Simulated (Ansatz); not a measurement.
**One atom moved along a line in Ge**

All numbers below come from DFT PBEsol, scalar-relativistic, plane waves, PAW in Ansatz. Cutoff 420 eV, Γ-centred 8×8×8 k-points, Gaussian smearing of 0.15 eV. No spin polarisation. Energies are free energies at this smearing, counted from the undisturbed cell; pressure is positive in compression.

Reference structure (relaxed at this level; this form isn't the usual structure):

```yaml
crystal:
  lattice:
    - [-3.46966, 3.46966, 3.46966]
    - [3.46966, -3.46966, 3.46966]
    - [3.46966, 3.46966, -3.46966]
  atoms:
    - { symbol: Ge, position: [0.50000, 0.00000, 0.79584] }
    - { symbol: Ge, position: [0.79584, 0.50000, 0.00000] }
    - { symbol: Ge, position: [0.00000, 0.79584, 0.50000] }
    - { symbol: Ge, position: [0.70416, 0.70416, 0.70416] }
    - { symbol: Ge, position: [0.50000, 0.00000, 0.20416] }
    - { symbol: Ge, position: [0.20416, 0.50000, 0.00000] }
    - { symbol: Ge, position: [0.00000, 0.20416, 0.50000] }
    - { symbol: Ge, position: [0.29584, 0.29584, 0.29584] }
```

Atom 1 (Ge) is moved by x along the Cartesian unit vector (0.577, 0.577, -0.577); the cell and all other atoms stay fixed. The cell is metallic on the mesh throughout.

```
  x (Å)  ΔE (meV/cell) force along x on the moved atoms (eV/Å)
-0.2000           97.5                                     0.77
-0.1600           67.8                                     0.71
-0.1200           41.3                                     0.61
-0.0400            5.3                                     0.26
 0.0000            0.0                                     0.00
 0.0800           26.6                                    -0.70
 0.1200           63.4                                    -1.15
 0.1600          119.8                                    -1.68
 0.2000          199.1                                    -2.30
```